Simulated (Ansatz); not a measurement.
PtSe2 (Sudovikovite):

```xyz
3
Lattice="3.7240 0.0000 0.0000 -1.8620 3.2251 0.0000 0.0000 0.0000 5.0620" Properties=species:S:1:pos:R:3 pbc="T T T"
Pt    0.0000    0.0000    0.0000
Se    1.8620    1.0750    3.7965
Se    0.0000    2.1501    1.2655
```

Base run:

```yaml
Program: Ansatz 0.2.0
Functional: LDA
Potentials_or_basis: Ansatz PAW
Cutoff: "420 eV (not typed: the program's choice for these potentials)"
k_mesh: 8 × 8 × 5
Occupations: fermi-dirac, width 0.05 eV
Spin: no spin polarisation
```

Its results: band gap on the k mesh none (metal or under the smearing width); pressure -0.5 GPa; largest force 0.196 eV/Å.

Task: The run is repeated on the same cell with these changes: functional from LDA to PBE. What comes out?

Result: Band gap on the k mesh none (metal or under the smearing width); pressure 7.3 GPa; largest force 0.592 eV/Å.

PBE binds less tightly than LDA, so the same cell stands under more pressure.

Caveats: spin-orbit coupling is left out, which moves the levels of the heavy elements; the PAW data sets come from PBE, with cores solved anew for the run's functional, which leaves a small shift of forces and pressure (some runs).
